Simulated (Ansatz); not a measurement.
The reference is KF in the rock salt structure (space group Fm-3m, No. 225).

```
CELL_PARAMETERS angstrom
      0.00000     2.65339     2.65339
      2.65339     0.00000     2.65339
      2.65339     2.65339     0.00000
ATOMIC_POSITIONS crystal
  K  0.00000 0.00000 0.00000
  F  0.50000 0.50000 0.50000
```

Cartesian axes are those of the cell as printed.

Computed with Ansatz (a first-principles code) PBEsol, scalar-relativistic without spin-orbit coupling.

One thing is altered: an isotropic linear strain of +3.00 %; the atoms relax in the strained cell.

Predict the stress tensor and what it implies for the stiffness.

Stress of the strained cell less that of the base (GPa, compression positive):
```
  -2.36    0.00    0.00
   0.00   -2.36    0.00
   0.00    0.00   -2.36
```

Then B = −ΔP/(ΔV/V₀) with ΔV/V₀ = 0.0927 gives secant stiffness values (nonlinear terms included at this strain): B ≈ 25 GPa.

As a check, the harmonic strain energy −½ V₀ Δσ:ε is 12 meV/atom; the computed energy rise is 14 meV/atom.

Whether these cells are dynamically stable was not tested.
